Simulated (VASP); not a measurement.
# ZnCu2SnS4: Cu into a neighbouring Cu vacancy, part 2 of 3

Aim: the barrier for one hop in ZnCu2SnS4: Cu into a neighbouring Cu vacancy. The start is a cell from a database of measured crystal structures.

VASP 6.6.1; PBE, no spin polarisation; plane waves and PAW (Sn, Zn, Cu, S).

So far. Step 2 (Relax the host): The run ended after 9 ionic steps, 0.083 eV below its first step, once forces and stress met EDIFFG = -0.02.

## 3. Relax the start

System of this step: Zn2Cu3Sn2S8. The cell holds 15 atoms: 2 Sn, 2 Zn, 3 Cu and 8 S. Its edges and angles: a = 6.691 Å, b = 6.691 Å, c = 13.381 Å, α = 131.7°, β = 131.7°, γ = 70.7°. It derives from ZnCu2SnS4. Nearest the centre at fractional (0.875, 0.125, 0.125): S12 at 1.29 Å, Cu6 at 1.92 Å, S9 at 3.05 Å, S8 at 3.05 Å, S14 at 3.06 Å, S11 at 3.08 Å, Sn1 at 3.34 Å, Zn4 at 3.34 Å.

A path needs two true minima; the start is relaxed with symmetry off.

Input file INCAR:

```
SYSTEM = Zn2Cu3Sn2S8
PREC = Normal
ENCUT = 300
EDIFF = 1E-05
NELM = 120
ISMEAR = 1
SIGMA = 0.15
LREAL = Auto
ALGO = Fast
GGA = PE
NBANDS = 71
LASPH = .TRUE.
LORBIT = 11
LWAVE = .FALSE.
LCHARG = .FALSE.
KPAR = 3
IBRION = 2
NSW = 60
ISIF = 2
EDIFFG = -0.05
POTIM = 0.4
MAXMIX = 40
ISYM = 0
```

Input file POSCAR:

```
Zn2Cu3Sn2S8
1.0
   -2.7357206647      2.7357206690      5.4586192654
    2.7357206647     -2.7357206690      5.4586192654
    5.4714413380      5.4714413294    -10.9172385308
Sn Zn Cu S
2 2 3 8
Direct
    0.5036086461      0.5018685783      0.0021332630
    0.5041271297      0.4960542547      0.4992729496
    0.2527920705      0.7487051351      0.2500807189
    0.2511054522      0.7520767146      0.7505895243
    0.7485212823      0.2464247813      0.7483562576
   -0.0003905726      0.0016532183      0.0011670934
   -0.0009252099     -0.0028432282      0.4981008648
    0.6429238561      0.6297251480      0.2639215128
    0.6291241544      0.6186578799      0.7536524880
    0.8889499415      0.3625055511      0.4958883255
    0.8830142991      0.3707003460      0.9981077872
    0.1083467179      0.1209108651      0.2428553771
    0.0990505950      0.1106570428      0.7339883239
    0.3653736711      0.8943787496      0.0016865632
    0.3674782931      0.8947885414      0.5018721499
```

Input file KPOINTS:

```
Automatic mesh
0
Gamma
4 4 4
0 0 0
```

PAW data sets: Sn, Zn, Cu and S (PBE family, release 64).

Command:

```
$ mpirun -np 3 vasp_std
```

The program printed:

```text
[banner, memory and clock lines left out]
running    3 mpi-ranks, on    1 nodes
 distrk:  each k-point on    1 cores,    3 groups
 distr:  one band on    1 cores,    1 groups

 POSCAR found type information on POSCAR SnZnCuS
 POSCAR found :  4 types and      15 ions
 LDA part: xc-table for (Slater+PW92), standard interpolation
 POSCAR, INCAR and KPOINTS ok, starting setup
 FFT: planning ... GRIDC
 FFT: planning ... GRID_SOFT
 FFT: planning ... GRID
 WAVECAR not read
 entering main loop
       N       E                     dE             d eps       ncg     rms          rms(c)
DAV:   1     0.827766191390E+03    0.82777E+03   -0.33327E+04  5112   0.110E+03
DAV:   2     0.676476232157E+02   -0.76012E+03   -0.72061E+03  5273   0.317E+02
DAV:   3    -0.570303510821E+02   -0.12468E+03   -0.12040E+03  6905   0.142E+02
DAV:   4    -0.659437529478E+02   -0.89134E+01   -0.87972E+01  7856   0.430E+01
DAV:   5    -0.661328043174E+02   -0.18905E+00   -0.18857E+00  7352   0.596E+00    0.242E+01
RMM:   6    -0.668321932852E+02   -0.69939E+00   -0.87609E+01  5122   0.680E+01    0.185E+01
RMM:   7    -0.602579794991E+02    0.65742E+01   -0.28723E+01  5443   0.405E+01    0.974E+00
RMM:   8    -0.609814001829E+02   -0.72342E+00   -0.66716E+00  5849   0.133E+01    0.872E+00
RMM:   9    -0.605835924546E+02    0.39781E+00   -0.21725E+00  5800   0.988E+00    0.431E+00
RMM:  10    -0.605178728661E+02    0.65720E-01   -0.12191E+00  5312   0.733E+00    0.318E+00
RMM:  11    -0.604596941721E+02    0.58179E-01   -0.43890E-01  5966   0.365E+00    0.214E+00
RMM:  12    -0.603780565509E+02    0.81638E-01   -0.18979E-01  5353   0.254E+00    0.638E-01
RMM:  13    -0.603852323089E+02   -0.71758E-02   -0.10730E-01  6189   0.876E-01    0.495E-01
RMM:  14    -0.603829864463E+02    0.22459E-02   -0.13870E-02  5959   0.605E-01    0.170E-01
RMM:  15    -0.603836138448E+02   -0.62740E-03   -0.70201E-03  6439   0.283E-01    0.832E-02
RMM:  16    -0.603835863841E+02    0.27461E-04   -0.64769E-04  5359   0.156E-01    0.434E-02
RMM:  17    -0.603836143158E+02   -0.27932E-04   -0.38376E-04  5628   0.838E-02    0.196E-02
RMM:  18    -0.603836191969E+02   -0.48811E-05   -0.91226E-05  4513   0.445E-02
   1 F= -.60383619E+02 E0= -.60384788E+02  d E =-.603836E+02
 curvature:   0.00 expect dE= 0.000E+00 dE for cont linesearch  0.000E+00
 trial: gam= 0.00000 g(F)=  0.144E+00 g(S)=  0.000E+00 ort = 0.000E+00 (trialstep = 0.100E+01)
 search vector abs. value=  0.144E+00
 bond charge predicted
       N       E                     dE             d eps       ncg     rms          rms(c)
DAV:   1    -0.604523821853E+02   -0.68768E-01   -0.73167E+00  5624   0.931E+00    0.123E+00
RMM:   2    -0.604766838551E+02   -0.24302E-01   -0.28444E-01  5827   0.295E+00    0.409E-01
RMM:   3    -0.604845600364E+02   -0.78762E-02   -0.92377E-02  6917   0.114E+00    0.372E-01
RMM:   4    -0.604843078236E+02    0.25221E-03   -0.73321E-03  6476   0.352E-01    0.313E-01
RMM:   5    -0.604841767714E+02    0.13105E-03   -0.27342E-03  5932   0.198E-01    0.294E-01
RMM:   6    -0.604834653761E+02    0.71140E-03   -0.33160E-03  5761   0.259E-01    0.573E-02
RMM:   7    -0.604834408927E+02    0.24483E-04   -0.41364E-04  5552   0.105E-01    0.646E-02
RMM:   8    -0.604834711694E+02   -0.30277E-04   -0.40986E-04  5799   0.773E-02    0.546E-02
RMM:   9    -0.604834405509E+02    0.30619E-04   -0.19652E-04  5288   0.461E-02    0.205E-02
RMM:  10    -0.604834373593E+02    0.31916E-05   -0.52104E-05  4226   0.319E-02
   2 F= -.60483437E+02 E0= -.60484627E+02  d E =-.998182E-01
[...]
3 F= -.60503818E+02 E0= -.60504907E+02  d E =-.120199E+00
[...]
4 F= -.60518985E+02 E0= -.60520075E+02  d E =-.151671E-01
[...]
5 F= -.60529799E+02 E0= -.60530877E+02  d E =-.259806E-01
[...]
6 F= -.60534298E+02 E0= -.60535394E+02  d E =-.449917E-02
[...]
7 F= -.60535191E+02 E0= -.60536305E+02  d E =-.539228E-02
[...]
8 F= -.60535442E+02 E0= -.60536550E+02  d E =-.564260E-02
 curvature:  -1.52 expect dE=-0.225E-02 dE for cont linesearch -0.180E-04
 trial: gam= 0.32659 g(F)=  0.148E-02 g(S)=  0.000E+00 ort = 0.230E-03 (trialstep = 0.182E+01)
 search vector abs. value=  0.210E-02
 bond charge predicted
       N       E                     dE             d eps       ncg     rms          rms(c)
DAV:   1    -0.605351753492E+02    0.26374E-03   -0.41359E-01  5266   0.221E+00    0.270E-01
RMM:   2    -0.605386093736E+02   -0.34340E-02   -0.20738E-02  6209   0.714E-01    0.241E-01
RMM:   3    -0.605378687338E+02    0.74064E-03   -0.40719E-03  6139   0.248E-01    0.168E-01
RMM:   4    -0.605374761753E+02    0.39256E-03   -0.14965E-03  5995   0.121E-01    0.161E-01
RMM:   5    -0.605373824545E+02    0.93721E-04   -0.78471E-04  6376   0.881E-02    0.137E-01
RMM:   6    -0.605372183488E+02    0.16411E-03   -0.39983E-04  6152   0.607E-02    0.113E-01
RMM:   7    -0.605371756807E+02    0.42668E-04   -0.30216E-04  5600   0.541E-02    0.810E-02
RMM:   8    -0.605371808293E+02   -0.51486E-05   -0.84418E-05  4772   0.518E-02
   9 F= -.60537181E+02 E0= -.60538256E+02  d E =-.173931E-02
 trial-energy change:   -0.001739  1 .order   -0.001668   -0.002831   -0.000504
 step:   2.1488(harm=  2.2194)  dis= 0.00771  next Energy=   -60.537226 (dE=-0.178E-02)
 reached required accuracy - stopping structural energy minimisation
```

Run time: 5.8 min. Hardware: 3 MPI ranks of Intel Xeon 6975P-C (Granite Rapids), shared host; peak memory 1.2 GiB.

From OUTCAR (step 3):

```text
 Found     36 irreducible k-points:

   k-points           NKPTS =     36   k-points in BZ     NKDIM =     36   number of bands    NBANDS=     71

   dimension x,y,z NGX =    28 NGY =   28 NGZ =   60
   dimension x,y,z NGXF=    56 NGYF=   56 NGZF=  120

   ENCUT  =  300.0 eV  22.05 Ry    4.70 a.u.   9.45  9.45 18.90*2*pi/ulx,y,z

   NELECT =     113.0000    total number of electrons

 E-fermi :   3.1575

 k-point     1 :       0.0000    0.0000    0.0000
  band No.  band energies     occupation
    ...
     50       2.3473      2.00000
     51       2.6310      2.00001
     52       2.7251      2.00036
     53       2.8982      2.03463
     54       3.0581      1.89195
     55       3.3524     -0.06937
     56       3.3821     -0.05553
     57       3.3894     -0.05113
     58       4.0232     -0.00000
     59       4.3845     -0.00000
    ...

 k-point     2 :       0.2500   -0.0000   -0.0000
  band No.  band energies     occupation
    ...
     52       2.5446      2.00000
     53       2.6132      2.00000
     54       2.7546      2.00097
     55       2.8921      2.03130
     56       2.9792      2.07050
     57       3.2122      0.42574
     58       4.8958     -0.00000
     59       4.9469     -0.00000
     60       6.5403      0.00000
     61       6.7190      0.00000
    ...

  Total       -2.7190078     -2.6253810     -2.3197557     -0.1324812      0.0213374     -0.0162184
  in kB      -13.3292204    -12.8702393    -11.3719920     -0.6494541      0.1046009     -0.0795064
  external PRESSURE =     -12.5238172 kB  Pullay stress =       0.0000000 kB

  energy-cutoff  :      300.00
  volume of cell :      326.83
      direct lattice vectors                 reciprocal lattice vectors
    -2.735720665  2.735720669  5.458619265     0.000000000  0.182767198  0.091598255
     2.735720665 -2.735720669  5.458619265     0.182767198 -0.000000000  0.091598255
     5.471441338  5.471441329-10.917238531     0.091383599  0.091383599  0.000000000

 POSITION                                       TOTAL-FORCE (eV/Angst)
 -----------------------------------------------------------------------------------
      0.06943     -0.02321      5.46472         0.009071     -0.019437     -0.000987
      2.66019      2.75560      0.00876        -0.002574     -0.010835      0.008104
      2.73288      0.00022      2.81579         0.001841     -0.003921      0.012155
      5.46960      2.73431     -2.79671        -0.008475     -0.014861     -0.036432
      2.73236      5.46787     -2.73350        -0.001480      0.002222     -0.016921
      2.73087     -2.70508      5.44730        -0.007559      0.012337      0.010281
      0.00660      5.42507      0.00127        -0.007790      0.002652     -0.010792
      1.37556      1.46341      4.04496         0.005955     -0.013390     -0.011211
      4.14587      4.17801     -1.40762         0.011085      0.012036     -0.005998
      1.25909      4.13310      1.43889         0.016182     -0.006676      0.015008
      4.03245      6.87388     -4.06387        -0.038882      0.005269      0.020664
      1.35347      1.27142     -1.41262        -0.000510      0.004384     -0.023849
      4.05391      4.02189     -6.86588         0.002157     -0.000041      0.007688
      1.46850     -1.41267      6.88370         0.000363      0.025555      0.025566
      4.17240      1.32633      1.39558         0.020616      0.004705      0.006725
 -----------------------------------------------------------------------------------
    total drift:                               -0.003938      0.010400      0.026285

  FREE ENERGIE OF THE ION-ELECTRON SYSTEM (eV)
  ---------------------------------------------------
  free  energy   TOTEN  =       -60.5371808293 eV

  energy  without entropy=      -60.5404071854  energy(sigma->0) =      -60.53825628

 total charge
# of ion       s       p       d       tot
------------------------------------------
    1        1.320   1.577   0.297   3.193
    2        1.320   1.575   0.296   3.192
    3        0.519   0.439   9.779  10.738
    4        0.522   0.450   9.781  10.754
    5        0.367   0.355   9.215   9.937
    6        0.368   0.355   9.213   9.937
    7        0.368   0.354   9.213   9.934
    8        1.347   2.347   0.000   3.694
    9        1.333   2.362   0.000   3.695
   10        1.346   2.351   0.000   3.697
   11        1.334   2.358   0.000   3.691
   12        1.347   2.348   0.000   3.694
   13        1.333   2.361   0.000   3.694
   14        1.346   2.352   0.000   3.698
   15        1.334   2.358   0.000   3.691
--------------------------------------------------
tot         15.503  23.943  47.795  87.241

[... 1 part as in an earlier step ...]

[... 7 further parts left out ...]
```

CONTCAR:

```
Zn2Cu3Sn2S8
   1.00000000000000
    -2.7357206647000001    2.7357206690000000    5.4586192654000003
     2.7357206647000001   -2.7357206690000000    5.4586192654000003
     5.4714413380000000    5.4714413294000002  -10.9172385308000006
  Sn              Zn              Cu              S
     2     2     3     8
Direct
     0.4963163372230446    0.5132479207892520    0.0042233376266234
     0.5044359678023076    0.4869984486219612    0.4949149435671393
     0.2579625582092304    0.7574027432783869    0.2497611256996198
     0.2435694951531356    0.7434890615241283    0.7497028199174102
     0.7489625674546644    0.2490009945690193    0.7493659183545947
     0.0045640731054180    0.9980775325411293    0.0023572063258598
     0.9916417920125655    0.0013232313864906    0.4963661650723226
     0.6379739148815782    0.6219189489364183    0.2594351209527204
     0.6346684599490412    0.6287928796573339    0.7606659407936995
     0.8871941106755951    0.3619195180670879    0.4927571148790936
     0.8840751485252542    0.3647549420769966    0.9966588411824342
     0.1029806258742522    0.1179769057300342    0.2398723095302094
     0.1061675193869718    0.1120197807195606    0.7379961050693377
     0.3723448932682856    0.8989294810833028    0.0051020407919913
     0.3702428629786618    0.8904111890188953    0.5024942094369451
```

This run has no spin polarisation, so a moment on Cu, if there is one, isn't seen. Its electron count is odd, so without a moment it is a metal by construction.

The steps of the relaxation:

| step | energy less that of the first step (eV) | largest force (eV/Å) |
| --- | --- | --- |
| 1 | 0.0000 | 1.1105 |
| 2 | -0.0998 | 0.3901 |
| 3 | -0.1202 | 0.2529 |
| 4 | -0.1354 | 0.1736 |
| 5 | -0.1462 | 0.1691 |
| 6 | -0.1507 | 0.0982 |
| 7 | -0.1516 | 0.1363 |
| 8 | -0.1518 | 0.0980 |
| 9 | -0.1536 | 0.0443 |

The atoms that moved most (Å):

| atom | dx | dy | dz | length |
| --- | --- | --- | --- | --- |
| Zn3 | 0.008 | -0.011 | 0.079 | 0.080 |
| Zn4 | -0.008 | -0.002 | -0.078 | 0.079 |
| Sn1 | 0.063 | -0.040 | -0.001 | 0.074 |
| S9 | 0.051 | 0.026 | 0.009 | 0.058 |
| Sn2 | -0.049 | 0.002 | 0.000 | 0.049 |
| Cu7 | 0.022 | -0.041 | 0.001 | 0.047 |
| S8 | -0.032 | -0.017 | -0.021 | 0.042 |
| S13 | 0.006 | 0.038 | 0.003 | 0.038 |

Final coordinates:

```xyz
15
Lattice="-2.7357 2.7357 5.4586 2.7357 -2.7357 5.4586 5.4714 5.4714 -10.9172" Properties=species:S:1:pos:R:3 pbc="T T T"
Sn    0.0694   -0.0232    5.4647
Sn    2.6602    2.7556    0.0088
Zn    2.7329    0.0002    2.8158
Zn    5.4696    2.7343   -2.7967
Cu    2.7324    5.4679   -2.7335
Cu   -0.0048    0.0306   -0.0113
Cu    2.7423    2.6894   -5.4573
S     1.3756    1.4634    4.0450
S     4.1459    4.1780   -1.4076
S     1.2591    4.1331    1.4389
S     4.0324    6.8739   -4.0639
S     1.3535    1.2714   -1.4126
S     4.0539    4.0219   -6.8659
S     1.4685   -1.4127    6.8837
S     4.1724    1.3263    1.3956
```

This step gave:

| Property | Result |
| --- | --- |
| electronic cycles | 86 |
| electrons | 113 |
| free energy (TOTEN) | -60.5372 eV |
| energy at zero smearing | -60.5383 eV |
| Fermi energy | 3.158 eV |
| labelled metallic, from the levels on this mesh | yes |

The run ended after 9 ionic steps, 0.154 eV below its first step, once the forces on the free atoms met EDIFFG = -0.05.

[end of part 2 of 3]

[Lines on the potential files, build, host, timing and source positions are cut from VASP's logs without a mark.]

[Logs are printed without paths, hosts, clocks, repeated set-up lines and the standing remarks that a program may print on its own settings, such as how far it seeks lower states.]

[Hosts, paths, dates, database ids (printed as entryN), source tags and the programs' standing remarks are cut or masked in the printed files.]

[Runs that stopped without an error message from VASP are left out.]
